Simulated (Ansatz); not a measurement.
The parent structure is BeO in the wurtzite structure (space group P6_3mc, No. 186; a = 2.690 Å, c = 4.370 Å). Axes: x lies along a and z along c of the hexagonal cell.

The values are results of r2SCAN in Ansatz (plane waves to 500 eV, PAW, scalar-relativistic without spin-orbit coupling), not measurements.

For the base:

```
Quantity                               Value
---------------------  ---------------------
Band gap                             8.55 eV
Valence-band top at Γ  0.00, -0.04, -0.04 eV
Volume per atom                      6.85 Å³
```

One thing is altered: uniaxial stress, 8 GPa compression along x; all other stress components relax to zero.

Question: How does this affect the band gap, valence-band top at Γ, energy relative to the base and volume per atom?

Answer: The band gap rises by 0.05 eV to 8.60 eV; the valence-band top at Γ (three highest levels, from the VBM) changes from 0.00, -0.04, -0.04 eV to 0.00, -0.10, -0.15 eV; the energy increases by 3.0 meV/atom; the volume per atom drops by 0.08 Å³ (6.85 Å³ → 6.77 Å³).

Load acts through the strain it causes; cell and atoms are relaxed under it. Stability under load was not tested beyond the relaxation.

Ansatz is a program for electronic structure.
